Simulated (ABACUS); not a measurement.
Runs of ABACUS 3.10.1 on P. It takes space group Cmce (No. 64, orthorhombic). The conventional cell has a = 3.295 Å, b = 10.930 Å, c = 4.544 Å, α = 90.00°, β = 90.00°, γ = 90.00°. P (site symmetry m) is surrounded by 3 P at 2.20 to 2.25 Å. 

```tsv
task	level	potentials or basis	cell	k mesh	cutoff (eV)	max steps of the relaxation	force threshold	optimiser	stress threshold	SCF threshold on the density	gap on the mesh (eV)	pressure (GPa)	relaxed volume (Å³/atom)	largest force (eV/Å)
relaxation of cell and atoms	LDA-PW92	PseudoDojo NC SR 0.4.1 LDA stringent, plane waves	relaxed	6 × 6 × 5	667	60	0.01 eV/Å	cg	0.5 kbar	1e-08	none	0.0	17.21	0.01
single point	PBE	PseudoDojo NC SR 0.4.1 PBE standard, TZDP LCAO (the cutoffs set its grid)	as given	7 × 7 × 6	1361	-	-	-	-	1e-07	0.28	(b)	-	0.44
relaxation of cell and atoms	r2SCAN	SG15 ONCV 1.2 PBE, plane waves	relaxed	5 × 5 × 4	939	-	0.01 eV/Å	ASE FIRE	-	1e-08	(a)	0.0	20.59	0.01
single point	PBE	PseudoDojo NC SR 0.4.1 PBE standard, plane waves	as given	8 × 8 × 6	599	-	-	-	-	1e-08	0.09	2.1	-	0.35
single point	LDA-PW92	PseudoDojo NC SR 0.4.1 LDA stringent, plane waves	as given	6 × 6 × 5	667	-	-	-	-	1e-08	none	-2.3	-	0.17
relaxation of cell and atoms	PBE	PseudoDojo NC SR 0.4.1 PBE standard, TZDP LCAO (the cutoffs set its grid)	relaxed	7 × 7 × 6	1361	60	0.005 eV/Å	cg	0.2 kbar	1e-07	-	0.0	20.86	-
single point	OLYP	PseudoDojo NC SR 0.4.1 PBE standard, plane waves	as given	6 × 6 × 5	599	-	-	-	-	1e-08	0.28	2.0	-	0.18
single point	r2SCAN	SG15 ONCV 1.2 PBE, plane waves	as given	5 × 5 × 4	939	-	-	-	-	1e-08	0.56	1.4	-	0.21
```

Alike in all rows: no spin polarisation; smearing fermi-dirac 0.05 eV.

Fill in the values left out.

(a) 0.55; (b) 2.5.

Caveats: an odd mesh through Γ misses points on the zone boundary, where band edges often lie (some runs); the potentials were made for another functional, which shifts forces and pressure (some runs); the atomic orbitals were generated for these runs and aren't a published set (some runs); the basis of atomic orbitals isn't converged, which shifts pressures, moduli and gaps (some runs); the volume moved by over 15 % at a fixed basis, so the end points are rough (some runs).

A gap of «none» marks a metal or a gap under the smearing width.

Not every run made on this cell is shown here.
